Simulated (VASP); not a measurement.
# Which phase of Ta2O5 is lowest?, part 2 of 2

Wanted: relative energies and volumes of the phases of Ta2O5 at several levels. Phases are named by their space groups. Left out of the table: Pccm, which relaxed into a phase listed. The structure below is that of the Pmmm phase.

VASP 6.6.1, plane waves and PAW; the level of theory is named at each step.

So far. Step 3 (Energy at another level, r2SCAN): The run ends at a pressure of 0.39 GPa, with forces up to 0.057 eV/Å.

**4. Energy at another level, r2SCAN+rVV10 (continued)**

Level of this step: r2SCAN with rVV10; plane waves and PAW (Ta_pv, O) (VASP).

Parts of OUTCAR (step 4):

```text
  LATTYP: Found a simple orthorhombic cell.
 ALAT       =     3.6764558831
 B/A-ratio  =     1.0511987865
 C/A-ratio  =     1.7496583801

 Subroutine GETGRP returns: Found  8 space group operations
 (whereof  8 operations were pure point group operations)

The static configuration has the point symmetry D_2h.

 Found     48 irreducible k-points:

   dimension x,y,z NGX =    28 NGY =   30 NGZ =   48
   dimension x,y,z NGXF=    56 NGYF=   60 NGZF=   96

   ENCUT  =  520.0 eV  38.22 Ry    6.18 a.u.   6.84  7.19 11.96*2*pi/ulx,y,z

   NELECT =      52.0000    total number of electrons

 E-fermi :   2.0911

 k-point     1 :       0.0000    0.0000    0.0000
  band No.  band energies     occupation
    ...
     22       0.0119      2.00000
     23       0.3401      2.00000
     24       1.0048      2.00000
     25       1.1083      2.00000
     26       1.2869      2.00000
     27       2.7849      0.00000
     28       3.2676      0.00000
     29       3.5580      0.00000
     30       4.5586      0.00000
     31       4.8422      0.00000
    ...

 k-point     2 :       0.1429    0.0000    0.0000
  band No.  band energies     occupation
    ...
     22      -0.4591      2.00000
     23       0.0619      2.00000
     24       0.9376      2.00000
     25       0.9754      2.00000
     26       0.9841      2.00000
     27       3.0380      0.00000
     28       3.4065      0.00000
     29       3.5993      0.00000
     30       5.3257      0.00000
     31       5.6265      0.00000
    ...

  Total       -0.5455897     -0.5591744      0.0045615      0.0000000      0.0000000      0.0000000
  in kB       -9.5642419     -9.8023827      0.0799644      0.0000000      0.0000000      0.0000000
  external PRESSURE =      -6.4288868 kB  Pullay stress =       0.0000000 kB

 POSITION                                       TOTAL-FORCE (eV/Angst)
 -----------------------------------------------------------------------------------
      1.83823      0.00000      3.21627         0.000000      0.000000     -0.000000
      0.00000      0.00000      0.00000         0.000000      0.000000     -0.000000
      0.00000      0.00000      2.06366         0.000000     -0.000000     -0.059269
      0.00000      0.00000      4.36888         0.000000      0.000000      0.059269
      1.83823      1.93234      3.21627         0.000000      0.000000     -0.000000
      1.83823      0.00000      0.00000         0.000000      0.000000     -0.000000
      0.00000      1.93234      0.00000         0.000000      0.000000     -0.000000
 -----------------------------------------------------------------------------------
    total drift:                                0.000000      0.000000      0.000000

  FREE ENERGIE OF THE ION-ELECTRON SYSTEM (eV)
  ---------------------------------------------------
  free  energy   TOTEN  =      -144.8637003297 eV

  energy  without entropy=     -144.8637003297  energy(sigma->0) =     -144.86370033

 total charge
# of ion       s       p       d       tot
------------------------------------------
    1        0.314   6.267   1.838   8.419
    2        0.397   6.443   2.149   8.988
    3        1.563   3.508   0.000   5.071
    4        1.563   3.508   0.000   5.071
    5        1.578   3.520   0.000   5.097
    6        1.593   3.634   0.000   5.227
    7        1.575   3.556   0.000   5.131
--------------------------------------------------
tot          8.583  30.435   3.986  43.004

[... 2 parts as in an earlier step ...]

[... 7 further parts left out ...]
```

This run gave:

* energy(sigma→0) of the program: -144.8637 eV
* stress, compression positive: xx, yy, zz -0.96, -0.98, 0.01 GPa

The run ends at a pressure of -0.64 GPa, with forces up to 0.059 eV/Å.

**5. Energy at another level, LDA**

The relaxed cell is held, and its energy is taken at another level.

Level: LDA; plane waves and PAW (Ta_pv, O).

INCAR

```
SYSTEM = Ta2O5
PREC = Accurate
ENCUT = 520
EDIFF = 1E-06
NELM = 100
ISMEAR = 0
SIGMA = 0.02
LREAL = .FALSE.
ALGO = Normal
GGA = CA
NBANDS = 33
LASPH = .TRUE.
LORBIT = 11
LWAVE = .FALSE.
LCHARG = .FALSE.
KPAR = 4
```

POSCAR

```
Ta2O5
1.0
    3.6764558831      0.0000000000      0.0000000000
    0.0000000000      3.8646859631      0.0000000000
    0.0000000000      0.0000000000      6.4325418448
Ta O
2 5
Direct
    0.5000000000      0.0000000000      0.5000000000
    0.0000000000      0.0000000000      0.0000000000
    0.0000000000      0.0000000000      0.3208160412
    0.0000000000      0.0000000000      0.6791839588
    0.5000000000      0.5000000000      0.5000000000
    0.5000000000      0.0000000000      0.0000000000
    0.0000000000      0.5000000000      0.0000000000
```

KPOINTS

```
Automatic mesh
0
Gamma
7 6 4
0 0 0
```

Potentials, in the order of the species: Ta_pv and O (PBE family, release 64).

Command:

```bash
$ mpirun -np 4 vasp_std
```

The log of the run:

```text
[banner, memory and clock lines left out]
running    4 mpi-ranks, on    1 nodes
[...]
[... a notice as in an earlier step ...]

 LDA part: xc-table for (Slater(with rela. corr.)+CA(PZ))
 , standard interpolation
 POSCAR, INCAR and KPOINTS ok, starting setup
[...]
entering main loop
       N       E                     dE             d eps       ncg     rms          rms(c)
DAV:   1     0.462782545091E+03    0.46278E+03   -0.29278E+04  3176   0.157E+03
DAV:   2    -0.574023792007E+02   -0.52018E+03   -0.50654E+03  4038   0.432E+02
DAV:   3    -0.869747779443E+02   -0.29572E+02   -0.29465E+02  3857   0.107E+02
DAV:   4    -0.873418110091E+02   -0.36703E+00   -0.36657E+00  3798   0.132E+01
[...]
DAV:  13    -0.720650510623E+02    0.70984E-06   -0.62292E-05  3534   0.516E-02    0.135E-02
DAV:  14    -0.720650494635E+02    0.15988E-05   -0.71414E-06  3622   0.197E-02    0.521E-03
DAV:  15    -0.720650493865E+02    0.76923E-07   -0.16916E-06  2353   0.880E-03
   1 F= -.72065049E+02 E0= -.72065049E+02  d E =-.241281E-25
```

Wall time 26 s (4 MPI ranks of Intel Xeon Platinum 8375C at 2.90GHz (Ice Lake), shared host); peak memory 0.93 GiB.

Parts of OUTCAR (step 5):

```text
  Total       -2.4893093     -2.2020395     -1.9843809      0.0000000      0.0000000      0.0000000
  in kB      -43.6378413    -38.6019726    -34.7863952      0.0000000      0.0000000      0.0000000
  external PRESSURE =     -39.0087364 kB  Pullay stress =       0.0000000 kB

 POSITION                                       TOTAL-FORCE (eV/Angst)
 -----------------------------------------------------------------------------------
      1.83823      0.00000      3.21627        -0.000000      0.000000      0.000000
      0.00000      0.00000      0.00000        -0.000000      0.000000      0.000000
      0.00000      0.00000      2.06366        -0.000000      0.000000     -0.002812
      0.00000      0.00000      4.36888         0.000000     -0.000000      0.002812
      1.83823      1.93234      3.21627        -0.000000      0.000000      0.000000
      1.83823      0.00000      0.00000        -0.000000      0.000000      0.000000
      0.00000      1.93234      0.00000        -0.000000      0.000000      0.000000
 -----------------------------------------------------------------------------------
    total drift:                                0.000000      0.000000      0.000000

  FREE ENERGIE OF THE ION-ELECTRON SYSTEM (eV)
  ---------------------------------------------------
  free  energy   TOTEN  =       -72.0650493865 eV

  energy  without entropy=      -72.0650493865  energy(sigma->0) =      -72.06504939

[... 2 parts as in an earlier step ...]

[... 1 further part left out ...]
[key lines of the parts left out:]
E-fermi :   2.1592
```

Numbers from this step:

- energy(sigma→0) of the program: -72.0650 eV
- stress, compression positive: xx, yy, zz -4.36, -3.86, -3.48 GPa

The run ends at a pressure of -3.90 GPa, with forces up to 0.0028 eV/Å.

**6. The whole series**

Hybrid runs start from orbitals of a short PBEsol run, not shown.

The LDA runs use the data sets made with PBE.

The other members went through these steps as far as the tables show, with one cutoff; 26 runs are not shown, of which 2 ended short or failed. The session took 21 core hours (wall time by ranks) on a shared machine.

Begun but not finished: C2/m.

Gaps are left out of the table: they were read on meshes alone, which can miss band edges, and a phase here has under a picked 1.5 eV.

Energies from the C2/c phase; other levels are single points on the cells relaxed at PBEsol.

```
phase  atoms  space group at the start  space group relaxed  volume (Å³/f.u.)  energy, PBEsol (meV/f.u.)  energy, r2SCAN (meV/f.u.)  energy, r2SCAN+rVV10 (meV/f.u.)  energy, LDA (meV/f.u.)
 C2/c     14                        15                   15              83.9                        0.0                        0.0                              0.0                     0.0
 Pmmn     14                        59                   59              96.7                       55.2                       93.3                            228.3                   150.9
 Pmmm      7                        47                   47              91.4                     2311.0                     2364.1                           2440.8                  2416.6
```

```csv
phase,ε∞ (mean)
C2/c,5.76
Pmmn,5.44
Pmmm,
```

A blank entry does not apply, was not run or did not finish.

**7. What came out**

```json
{
 "lowest at PBEsol": "C2/c, 55.2 meV/f.u. under Pmmn",
 "lowest at r2SCAN": "C2/c, 93.3 meV/f.u. under Pmmn",
 "lowest at r2SCAN+rVV10": "C2/c, 228.3 meV/f.u. under Pmmn",
 "lowest at LDA": "C2/c, 150.9 meV/f.u. under Pmmn"
}
```

The single points sit under pressure or tension of up to 4.4 GPa in size, which can shift small margins between phases of unlike volume. All levels put the same phase lowest. Meshes were set by a spacing in reciprocal space, rounded up for each cell and run, and were not tested; margins of about 10 meV per atom that involve metallic or gapless phases need denser ones. Dielectric columns are linear response at the first level, on meshes of their own. Only the first level is at its own zero pressure; the others are single points under whatever pressure they find in these cells, which can shift small differences. Vibrations, surfaces and strain are left out.

[Lines on the potential files, build, host, timing and source positions are cut from VASP's logs without a mark.]

[Logs are printed without paths, hosts, clocks, repeated set-up lines and the standing remarks that a program may print on its own settings, such as how far it seeks lower states.]

[Hosts, paths, dates, database ids (printed as entryN), source tags and the programs' standing remarks are cut or masked in the printed files.]
